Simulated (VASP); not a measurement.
**VASP 6.6.1 run: LiH**

INCAR

```
ISIF = 2
PREC = Medium
LASPH = .TRUE.
NELM = 120
NBANDS = 9
NSW = 0
LREAL = .FALSE.
ISMEAR = -1
GGA = PE
IBRION = -1
LCHARG = .FALSE.
EDIFF = 1E-7
SIGMA = 0.02
LWAVE = .FALSE.
ENCUT = 520
```

KPOINTS

```
KPOINTS created by Atomic Simulation Environment
0
Gamma
5 5 5
0 0 0
```

POSCAR

```
Li H
 1.0000000000000000
     0.0000000000000000    2.0029948411000000    2.0029948411000000
     2.0029948411000000    0.0000000000000000    2.0029948411000000
     2.0029948411000000    2.0029948411000000    0.0000000000000000
 Li  H
   1   1
Cartesian
  0.0000000000000000  0.0000000000000000  0.0000000000000000
  2.0029948411000000  2.0029948411000000  2.0029948411000000
```

The recommended PBE PAW datasets give the neutral cell 4 valence electrons.

Command

```
mpirun -np 1 vasp_std
```

Predict the outcome of this run.

It converged. Results: gap between bands v and c on the k mesh 4.00 eV; least direct gap on the k mesh 4.00 eV; pressure -0.2 GPa. Band v is the last that the valence electrons fill when counted band by band, and c is the next.

OSZICAR

```
N       E                     dE             d eps       ncg     rms          rms(c)
DAV:   1    -0.927225283954E+00   -0.92723E+00   -0.13309E+03   188   0.400E+02
DAV:   2    -0.628727983605E+01   -0.53601E+01   -0.53191E+01   237   0.598E+01
DAV:   3    -0.636928249381E+01   -0.82003E-01   -0.81982E-01   214   0.652E+00
DAV:   4    -0.637016461460E+01   -0.88212E-03   -0.88206E-03   227   0.404E-01
DAV:   5    -0.637016539986E+01   -0.78526E-06   -0.78528E-06   218   0.188E-02    0.287E+00
DAV:   6    -0.618725527865E+01    0.18291E+00   -0.15263E-01   222   0.120E+00    0.144E+00
DAV:   7    -0.612574816935E+01    0.61507E-01   -0.19505E-01   213   0.152E+00    0.218E-01
DAV:   8    -0.612750807076E+01   -0.17599E-02   -0.41353E-03   214   0.404E-01    0.371E-02
DAV:   9    -0.612746559208E+01    0.42479E-04   -0.12328E-04   250   0.444E-02    0.621E-03
DAV:  10    -0.612746197647E+01    0.36156E-05   -0.45869E-06   207   0.143E-02    0.166E-03
DAV:  11    -0.612746137010E+01    0.60637E-06   -0.11509E-07   249   0.167E-03    0.419E-04
DAV:  12    -0.612746097953E+01    0.39057E-06   -0.59381E-09   131   0.620E-04    0.259E-04
DAV:  13    -0.612746102876E+01   -0.49230E-07   -0.42825E-09   130   0.367E-04
   1 F= -.61274610E+01 E0= -.61274610E+01  d E =-.100962E-12
```

These settings aren't sound, so the numbers aren't properties of the crystal.

On sound settings PBE gives a gap of 2.98 eV on its mesh and a pressure of -0.2 GPa for the intended cell.
